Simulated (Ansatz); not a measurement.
# AlRu (Pm-3m) in Ansatz: further runs

The runs below take AlRu through density of states, band structure, with LDA+U, PBE.

Everything below comes from runs of Ansatz 0.2.0. Logs are shortened: lines on timing, memory, paths and dates and some standing lists are left out, and cuts for length are marked.

## Step 1: Starting point

It takes space group Pm-3m (No. 221, cubic). The conventional cell has a = 2.992 Å, b = 2.992 Å, c = 2.992 Å, α = 90.00°, β = 90.00°, γ = 90.00°. Around Ru (site symmetry m-3m) lie 8 Al at 2.59 Å. Around Al (site symmetry m-3m) lie 8 Ru at 2.59 Å.

## Step 2: Density of states, LDA+U

The input, input.yaml:

```yaml
crystal:
  lattice:
    - [2.9916, 0.0, 0.0]
    - [0.0, 2.9916, 0.0]
    - [0.0, 0.0, 2.9916]
  atoms:
    - { symbol: Ru, position: [0.5, 0.5, 0.5] }
    - { symbol: Al, position: [0.0, 0.0, 0.0] }
hamiltonian:
  xc: lda
  pseudopotentials: { kind: paw }
  hubbard: { sites: [{ species: Ru, l: d, u_eff: 4.0 }] }
kpoints:
  mp_grid: { grid: [9, 9, 9] }
scf:
  occupations: { method: fermi_dirac, width: 0.05 }
  n_extra_bands: 6
output:
  forces: true
  stress: true
  eigenvalues: true
  dos: { projected: false, de: 0.05, nscf_kmesh: { grid: [14, 14, 14] } }
```

Potentials or basis: Ansatz PAW.

Launch:

```
> ansatz run input.yaml --threads 2 --pin off --max-ram 5632MiB --backend cpu --events-out ev --progress --plain --runs-dir out
```

The log of the run:

```text
Warning: RAYON_NUM_THREADS=2 ignored (pool sized by the plan → 2); use --threads N
Ru: projections on atomic orbitals take those of the free atom [Ar 3d10] 4s2 4p6 4d7 5s1, of charge +0.00 (hamiltonian.pseudopotentials.projection_atoms); the dataset's partial waves leave at most 8.1e-6 of an orbital's norm unspanned inside its sphere
Al: projections on atomic orbitals take those of the free atom [Ne] 3s2 3p1, of charge +0.00 (hamiltonian.pseudopotentials.projection_atoms); the dataset's partial waves leave at most 3.3e-8 of an orbital's norm unspanned inside its sphere
scf.n_extra_bands = 6 over 10 filled bands (N_el = 19.0): the run solves 16 bands
Engine: ansatz 0.2.0, aarch64-unknown-linux-gnu
Pseudopotentials: kind: paw
Pseudopotential: Ru, paw, valence charge 16, recommended cutoff 420 eV (normal), Ru.paw.azcp
Pseudopotential: Al, paw, valence charge 3, recommended cutoff 420 eV (normal), Al.paw.azcp
Functional definition: SPW92
  exchange = slater_x
  correlation = pw_c
Crystal: 2 atoms, lattice volume = 26.774 Å³
Basis set: ecut = 420 eV, 485 PW (Γ)
Bands: 16, of which v1, the nominal top of the filled ones, is band 10 counted from 1 (9 counted from 0)
Symmetry: 48 space group operations
Space group: Pm-3m (ITA 221), of the structure as read, at distance tolerance 3.0e-5 Å
k-points: 35 of 729
Non-local potential: Ru, projectors of the file, l = 0: 3, l = 1: 2, l = 2: 2, l = 3: 1
Non-local potential: Al, projectors of the file, l = 0: 2, l = 1: 2, l = 2: 1
PAW form: soft (Blöchl's): semilocal exchange-correlation on the pseudo side does not see the compensation charge
PAW frozen core: Ru, regenerated for the run's functional, and the local potential with it (the file was generated under x = pbe(κ = 0.804, μ = 0.2195149727645171), c = pbe(β = 0.06672455060314922))
PAW frozen core: Al, regenerated for the run's functional, and the local potential with it (the file was generated under x = pbe(κ = 0.804, μ = 0.2195149727645171), c = pbe(β = 0.06672455060314922))
PAW one-centre angular grid: Ru, 590 points (default); XC on 64 Gauss nodes
PAW one-centre angular grid: Al, 110 points (default); XC on 64 Gauss nodes
Initial density: superposition of atomic densities (chi_scale 0.1, normalization cell, long waves kept (reshape's long-wave potential 0.00 eV rms))
Initial wavefunctions: pseudopotential atomic-orbital guess
Functional: x = slater, c = lda
SCF iter   1: F=—  HF=-6269.456301 eV  |F-HF|=—  |Δ(HF+E_count)|=         —  Δρ=9.62e-2  dr2=2.74e0  ethr=3.10e-3  ⟨swp⟩=5.3  Hψ=2857  notcnv=0  defer=3
preconditioner: auto → none  [metal: Δε(μ)=0.038 eV  Ē_g=11.095 eV  σ=0.050 eV  W_gap=0.19  n_scr=6 (ndim 8)  ℏωp=23.8 eV  f_vac=0.000  D(μ)=1.27/eV (n_scr^D=6)  sad-step TF]
SCF iter   2: F=—  HF=-6268.867811 eV  |F-HF|=—  |Δ(HF+E_count)|=   5.88e-1  Δρ=2.73e-2  dr2=1.06e-1  ethr=3.10e-3  ⟨swp⟩=2.6  Hψ=1279  notcnv=0  defer=60
SCF iter   3: F=—  HF=-6268.911316 eV  |F-HF|=—  |Δ(HF+E_count)|=   4.35e-2  Δρ=1.49e-2  dr2=2.99e-2  ethr=5.56e-4  ⟨swp⟩=2.0  Hψ=739  notcnv=0  defer=60
SCF iter   4: F=—  HF=-6268.939212 eV  |F-HF|=—  |Δ(HF+E_count)|=   2.79e-2  Δρ=3.24e-3  dr2=6.77e-4  ethr=1.57e-4  ⟨swp⟩=2.3  Hψ=882  notcnv=0  defer=60
SCF iter   5: F=—  HF=-6268.941484 eV  |F-HF|=—  |Δ(HF+E_count)|=   2.27e-3  Δρ=6.73e-4  dr2=9.65e-5  ethr=3.56e-6  ⟨swp⟩=2.7  Hψ=911  notcnv=0  defer=59
SCF iter   6: F=—  HF=-6268.941551 eV  |F-HF|=—  |Δ(HF+E_count)|=   6.73e-5  Δρ=1.18e-4  dr2=4.37e-6  ethr=5.08e-7  ⟨swp⟩=1.9  Hψ=706  notcnv=0  defer=59
SCF iter   7: F=-6268.941551 eV  HF=-6268.941551 eV  |F-HF|=5.87e-10  |Δ(HF+E_count)|=   3.82e-9  Δρ=7.37e-6  dr2=6.38e-9  ethr=5.26e-10  ⟨swp⟩=7.7  Hψ=2785  notcnv=0
SCF 1 converged in 7 iterations: F = -6268.941551 eV  dr2 = 6.38e-9
NSCF: frozen V_eff on 120 k-points
SCF converged after 7 iterations
Free energy (F): -6268.941551 eV
Harris-Foulkes:  -6268.941551 eV  (|F-HF|=5.87e-10)
Internal energy: -6268.926916 eV  (E = F + TS)
E sigma→0 (E₀):  -6268.934234 eV
Entropy (-TS):   -0.014635 eV (-7.317 meV/atom)
Fermi energy:    15.201927 eV
--- Per-component energies (eV) ---
  E_band       = -124.615635
  E_kinetic    = 546.291955
  E_local      = -1816.368015  (includes V_loc(G=0)·N_el)
  E_nonlocal   = 362.287456
  E_hartree    = 647.280281
  E_xc         = -230.977161
  E_vxc        = -270.969566  (∫ρ·V_xc dr)
  E_hubbard    = 3.334199  (on-site DFT+U / exact-exchange correction)
  E_vhub       = -8.855089  (the Hubbard potential's part of the band-sum identity)
  E_paw        = -3786.579033  (= ΣΔE_a)
  E_vpaw       = -231.560084  (= ΣTr[D̂ρ^β])
  E_aug_tail   = -0.000224  (compensation charges beyond the density's cutoff)
  E_ewald      = -1994.823776
  E_core_change = 0.627401  (= ΣΔE_core)
  E_smearing   = -0.014635  (= −TS)
  E_closure    = -0.000000  (closes the sum)
  Σ components = -6268.941551   (vs F -6268.941551, Δ=0.00e0)
--- Forces (eV/Å), atoms counted from 1 ---
  atom   1  Ru     0.00000000    -0.00000000     0.00000000
  atom   2  Al    -0.00000000     0.00000000     0.00000000
  max |Σ_I F_I| component: 2.46e-29 eV/Å
--- Stress (GPa, compression-positive) ---
      -10.687366       0.000000       0.000000
       -0.000000     -10.687366       0.000000
        0.000000       0.000000     -10.687366
  P = ⅓ Tr σ = -10.6874 GPa (-106.874 kbar)
--- Band table (eV; the first three rows and the last of 35) ---
  k-point 0: bands = ["-55.0926", "-25.1405", "-25.1405", "-25.1405", "6.1281", "11.8925", "11.8925", "15.1639", "15.1639", "15.1639", "21.7884", "21.7884", "21.7884", "26.8365", "26.8365", "30.6942"]
  k-point 1: bands = ["-55.0907", "-25.1669", "-25.1383", "-25.1383", "6.3636", "11.9788", "11.9822", "14.8865", "14.8865", "15.1946", "20.7950", "22.2413", "22.2413", "26.3043", "27.5668", "31.4565"]
  k-point 2: bands = ["-55.0859", "-25.2330", "-25.1328", "-25.1328", "7.0432", "12.0836", "12.2099", "14.2895", "14.2895", "15.2733", "19.2034", "23.3702", "23.3702", "25.1325", "28.3994", "32.6065"]
  k-point 34: bands = ["-55.0458", "-25.3038", "-25.3035", "-25.3035", "10.3152", "10.5268", "10.5268", "16.8374", "16.8374", "18.4456", "18.9225", "20.3278", "20.3278", "24.4926", "24.4926", "24.8803"]
Occupation matrices written to <dir>
```

It took 1.9 s on 2 threads of Arm Neoverse V1, shared host; peak memory 0.28 GiB.

What came out:

| Property | Result |
| --- | --- |
| Free energy | -6268.9416 eV |
| Pressure | -10.7 GPa |
| Band gap on the k mesh | none (metal or under the smearing width) |
| Density of states at the Fermi level | 1.27 states/eV per cell |

States per cell in windows of 1 eV (zero at the Fermi level; states under -8 eV left out):
| from (eV) | total |
| --- | --- |
| -8.0 | 0.25 |
| -7.0 | 0.72 |
| -6.0 | 0.89 |
| -5.0 | 0.55 |
| -4.0 | 2.02 |
| -3.0 | 1.43 |
| -2.0 | 2.80 |
| -1.0 | 2.32 |
| 0.0 | 0.53 |
| 1.0 | 0.24 |
| 2.0 | 0.83 |
| 3.0 | 0.80 |
| 4.0 | 0.47 |
| 5.0 | 0.37 |
| 6.0 | 1.28 |
| 7.0 | 1.06 |

Eigenvalues of the final occupation matrices:
| site | spin | trace | eigenvalues |
| --- | --- | --- | --- |
| site 1 | 1 | 3.88 | 0.67 0.67 0.84 0.84 0.84 |

Caveat: U without spin polarisation on a metal has little footing; the PAW data sets come from PBE, with cores solved anew for the run's functional, which leaves a small shift of forces and pressure; the U is typed as a test and isn't derived for this compound.

## Step 3: Density of states, LDA+U

Edit input.yaml of step 2 so:

```diff
@@ -11,3 +11,3 @@
   pseudopotentials: { kind: paw }
-  hubbard: { sites: [{ species: Ru, l: d, u_eff: 4.0 }] }
+  hubbard: { sites: [{ species: Ru, l: d, u_eff: 5.0 }] }
 kpoints:
@@ -22 +22,5 @@
   dos: { projected: false, de: 0.05, nscf_kmesh: { grid: [14, 14, 14] } }
+  write_density: true
+  write_potential: true
+  elf: true
+  volumetric_format: npy
```

Potentials or basis: Ansatz PAW.

Launch:

```
> ansatz run input.yaml --threads 2 --pin off --max-ram 5632MiB --backend cpu --events-out ev --progress --plain --runs-dir out
```

Wall time 2 s (2 threads of Arm Neoverse V1, shared host); peak memory 0.3 GiB.

Results (log left out):

| Quantity | Value |
| --- | --- |
| Free energy | -6268.1210 eV |
| Pressure | -10.9 GPa |
| Band gap on the k mesh | none (metal or under the smearing width) |
| Density of states at the Fermi level | 0.95 states/eV per cell |

Levels at points of the mesh, in eV from the Fermi level:
| k point | band 6 | band 7 | band 8 | band 9 | band 10 | band 11 | band 12 | band 13 | band 14 | band 15 |
| --- | --- | --- | --- | --- | --- | --- | --- | --- | --- | --- |
| (0.00, 0.00, 0.00) | -3.20 | -3.20 | -0.21 | -0.21 | -0.21 | 6.69 | 6.69 | 6.69 | 11.76 | 11.76 |

States per cell in windows of 0.5 eV (zero at the Fermi level; states under -8 eV left out):
```tsv
from (eV)	total
-8.0	0.10
-7.5	0.14
-7.0	0.19
-6.5	0.59
-6.0	0.72
-5.5	0.15
-5.0	0.15
-4.5	0.40
-4.0	0.93
-3.5	0.99
-3.0	0.88
-2.5	0.66
-2.0	1.49
-1.5	1.43
-1.0	1.38
-0.5	0.80
0.0	0.31
0.5	0.22
1.0	0.15
1.5	0.11
2.0	0.13
2.5	0.47
3.0	0.59
3.5	0.36
4.0	0.29
4.5	0.23
5.0	0.17
5.5	0.17
6.0	0.61
6.5	0.59
7.0	0.53
7.5	0.52
```

Eigenvalues of the final occupation matrices:
```
  site  spin  trace               eigenvalues
site 1     1   3.90  0.66 0.66 0.86 0.86 0.86
```

Caveat: U without spin polarisation on a metal has little footing; the PAW data sets come from PBE, with cores solved anew for the run's functional, which leaves a small shift of forces and pressure; the U is typed as a test and isn't derived for this compound.

## Step 4: Density of states, LDA+U

Edit input.yaml of step 3 so:

```diff
@@ -11,3 +11,3 @@
   pseudopotentials: { kind: paw }
-  hubbard: { sites: [{ species: Ru, l: d, u_eff: 5.0 }] }
+  hubbard: { sites: [{ species: Ru, l: d, u_eff: 6.0 }] }
 kpoints:
@@ -22,5 +22 @@
   dos: { projected: false, de: 0.05, nscf_kmesh: { grid: [14, 14, 14] } }
-  write_density: true
-  write_potential: true
-  elf: true
-  volumetric_format: npy
```

Launch:

```
> ansatz run input.yaml --threads 2 --pin off --max-ram 5632MiB --backend cpu --events-out ev --progress --plain --runs-dir out
```

Wall time 1.9 s (2 threads of Arm Neoverse V1, shared host); peak memory 0.28 GiB.

The run converged. Its results:

```yaml
Free_energy: -6267.3214 eV
Pressure: -11.3 GPa
Band_gap_on_the_k_mesh: none (metal or under the smearing width)
Density_of_states_at_the_Fermi_level: 0.76 states/eV per cell
```

Levels at points of the mesh, in eV from the Fermi level:
```csv
k point,band 8,band 9,band 10,band 11,band 12,band 13
"(0.00, 0.00, 0.00)",-0.41,-0.41,-0.41,6.78,6.78,6.78
```

States per cell in windows of 1 eV (zero at the Fermi level; states under -8 eV left out):
```tsv
from (eV)	total
-8.0	0.23
-7.0	0.88
-6.0	0.81
-5.0	0.57
-4.0	1.81
-3.0	1.69
-2.0	3.01
-1.0	1.95
0.0	0.55
1.0	0.28
2.0	0.35
3.0	1.14
4.0	0.55
5.0	0.35
6.0	1.11
7.0	1.06
```

Eigenvalues of the final occupation matrices:
```csv
site,spin,trace,eigenvalues
site 1,1,3.91,0.65 0.65 0.87 0.87 0.87
```

Caveat: U without spin polarisation on a metal has little footing; the PAW data sets come from PBE, with cores solved anew for the run's functional, which leaves a small shift of forces and pressure; the U is typed as a test and isn't derived for this compound.

## Step 5: Density of states, LDA+U

Edit input.yaml of step 4 so:

```diff
@@ -11,3 +11,3 @@
   pseudopotentials: { kind: paw }
-  hubbard: { sites: [{ species: Ru, l: d, u_eff: 6.0 }] }
+  hubbard: { sites: [{ species: Ru, l: d, u_eff: 8.0 }] }
 kpoints:
@@ -22 +22,5 @@
   dos: { projected: false, de: 0.05, nscf_kmesh: { grid: [14, 14, 14] } }
+  write_density: true
+  write_potential: true
+  elf: true
+  volumetric_format: npy
```

Launch:

```
> ansatz run input.yaml --threads 2 --pin off --max-ram 5632MiB --backend cpu --events-out ev --progress --plain --runs-dir out
```

Wall time 2 s (2 threads of Arm Neoverse V1, shared host); peak memory 0.3 GiB.

The run converged. Its results:

| Item | Value |
| --- | --- |
| Free energy | -6265.7621 eV |
| Pressure | -12.2 GPa |
| Band gap on the k mesh | none (metal or under the smearing width) |
| Density of states at the Fermi level | 0.75 states/eV per cell |

Levels at points of the mesh, in eV from the Fermi level:
| k point | band 6 | band 7 | band 8 | band 9 | band 10 | band 11 | band 12 | band 13 | band 14 | band 15 |
| --- | --- | --- | --- | --- | --- | --- | --- | --- | --- | --- |
| (0.00, 0.00, 0.00) | -3.12 | -3.12 | -0.87 | -0.87 | -0.87 | 6.90 | 6.90 | 6.90 | 12.03 | 12.03 |

States per cell in windows of 1 eV (zero at the Fermi level; states under -8 eV left out):
```csv
from (eV),total
-8.0,0.22
-7.0,1.30
-6.0,0.51
-5.0,0.74
-4.0,1.85
-3.0,1.88
-2.0,3.16
-1.0,1.32
0.0,0.54
1.0,0.28
2.0,0.28
3.0,1.13
4.0,0.59
5.0,0.37
6.0,1.01
7.0,1.07
```

Eigenvalues of the final occupation matrices:
| site | spin | trace | eigenvalues |
| --- | --- | --- | --- |
| site 1 | 1 | 3.94 | 0.65 0.65 0.88 0.88 0.88 |

Caveat: U without spin polarisation on a metal has little footing; the PAW data sets come from PBE, with cores solved anew for the run's functional, which leaves a small shift of forces and pressure; the U is typed as a test and isn't derived for this compound.

## Step 6: Band structure, PBE

Edit input.yaml of step 5 so:

```diff
@@ -9,7 +9,11 @@
 hamiltonian:
-  xc: lda
+  xc: pbe
   pseudopotentials: { kind: paw }
-  hubbard: { sites: [{ species: Ru, l: d, u_eff: 8.0 }] }
 kpoints:
   mp_grid: { grid: [9, 9, 9] }
+  band_path:
+    path:
+      - [[0.0, 0.0, 0.0], [0.0, 0.5, 0.0], [0.5, 0.5, 0.0], [0.0, 0.0, 0.0], [0.5, 0.5, 0.5], [0.0, 0.5, 0.0]]
+      - [[0.5, 0.5, 0.0], [0.5, 0.5, 0.5]]
+    npoints: 14
 scf:
@@ -21,3 +25,3 @@
   eigenvalues: true
-  dos: { projected: false, de: 0.05, nscf_kmesh: { grid: [14, 14, 14] } }
+  fatbands: true
   write_density: true
```

Potentials or basis: Ansatz PAW.

Launch:

```
> ansatz run input.yaml --threads 2 --pin off --max-ram 5632MiB --backend cpu --events-out ev --progress --plain --runs-dir out
```

It took 1.3 s on 2 threads of Arm Neoverse V1, shared host; peak memory 0.28 GiB.

It converged, with:

| Item | Value |
| --- | --- |
| Free energy | -6417.4690 eV |
| Pressure | 2.5 GPa |
| Band gap on the k mesh | none (metal or under the smearing width) |

Levels at the corners of the path, in eV from the Fermi level:
| point | band 6 | band 7 | band 8 | band 9 | band 10 | band 11 | band 12 | band 13 |
| --- | --- | --- | --- | --- | --- | --- | --- | --- |
| Γ | -3.49 | -3.49 | 0.24 | 0.24 | 0.24 | 6.16 | 6.16 | 6.16 |
| X | -5.40 | -2.69 | -1.54 | -1.54 | 0.49 | 2.36 | 7.49 | 11.06 |
| M | -2.98 | -1.28 | -1.28 | -1.10 | -1.10 | 1.60 | 5.38 | 6.30 |
| Γ | -3.49 | -3.49 | 0.24 | 0.24 | 0.24 | 6.16 | 6.16 | 6.16 |
| R | -4.56 | -4.56 | 1.69 | 1.69 | 2.66 | 4.21 | 4.21 | 4.21 |
| X | -5.40 | -2.69 | -1.54 | -1.54 | 0.49 | 2.36 | 7.49 | 11.06 |
| M | -2.98 | -1.28 | -1.28 | -1.10 | -1.10 | 1.60 | 5.38 | 6.30 |
| R | -4.56 | -4.56 | 1.69 | 1.69 | 2.66 | 4.21 | 4.21 | 4.21 |

## Step 7: Summary

| task | level | U | hubbard projectors | double counting | points for each segment of the path | gap on the mesh (eV) | pressure (GPa) |
| --- | --- | --- | --- | --- | --- | --- | --- |
| density of states | LDA+U | Ru d U = 4 eV | ortho-atomic (the default) | fll (the default) | - | none | -10.7 |
| density of states | LDA+U | Ru d U = 5 eV | ortho-atomic (the default) | fll (the default) | - | none | -10.9 |
| density of states | LDA+U | Ru d U = 6 eV | ortho-atomic (the default) | fll (the default) | - | none | -11.3 |
| density of states | LDA+U | Ru d U = 8 eV | ortho-atomic (the default) | fll (the default) | - | none | -12.2 |
| band structure | PBE | - | - | - | 14 | none | 2.5 |

Alike in all rows: potentials or basis Ansatz PAW; no spin polarisation; cell as given; k mesh 9 × 9 × 9; cutoff (eV) 420; smearing fermi-dirac 0.05 eV.

Every run on the cell as given and a fine mesh finds a metal. The pressure there spans -12.2 GPa (LDA+U) to 2.5 GPa (PBE); a positive pressure means that this level wants a larger cell, a negative one a smaller.

Caveats: U without spin polarisation on a metal has little footing (some runs); the PAW data sets come from PBE, with cores solved anew for the run's functional, which leaves a small shift of forces and pressure (some runs); the U is typed as a test and isn't derived for this compound (some runs).

Absolute energies hang on the potentials; compare differences alone.
